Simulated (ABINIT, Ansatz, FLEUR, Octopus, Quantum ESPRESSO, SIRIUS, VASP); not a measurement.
**Ni: programs and potentials compared**

```xyz
1
Lattice="0.0000 1.7376 1.7376 1.7376 0.0000 1.7376 1.7376 1.7376 0.0000" Properties=species:S:1:pos:R:3 pbc="T T T"
Ni    0.0000    0.0000    0.0000
```

Alike in all runs: task single point; functional PBEsol; k mesh 13 × 13 × 13; occupations fermi-dirac, width 0.05 eV; collinear spin, ferromagnetic start; no spin-orbit coupling. Pressure is positive in compression and, in plane waves, holds the error of the finite cutoff.

```tsv
program and potentials	plane-wave cutoff (eV)	notes	pressure (GPa)	net moment per atom (μB)
Quantum ESPRESSO, GBRV 1.5 PBEsol	612	18 valence electrons an atom on average	-2.64	0.64
ABINIT, PseudoDojo NC SR PBEsol v0.4.1 standard	1333	18 valence electrons an atom on average	-2.44	0.63
VASP, PBE PAW files Ni, 520 eV	520	potentials made for PBE; 10 valence electrons an atom on average	?	?
Ansatz, all-electron LAPW, scalar-relativistic	-	-	-2.40	0.63
SIRIUS, PseudoDojo 0.4.1 PBEsol standard (scalar relativistic)	1333	18 valence electrons an atom on average	-2.43	0.63
FLEUR, all-electron, FLAPW	-	-	-	0.63
Octopus, pseudodojo_pbesol (PseudoDojo 0.4, PBEsol)	-	18 valence electrons an atom on average	-	0.63
```

**Question.** Estimate from the other rows what the run with VASP, PBE PAW files Ni, 520 eV gave.

**Answer.** Pressure -2.41 GPa; net moment per atom 0.62 μB. The other rows, which needn't bracket it: pressure -2.64 to -2.40; net moment per atom 0.63 to 0.64.
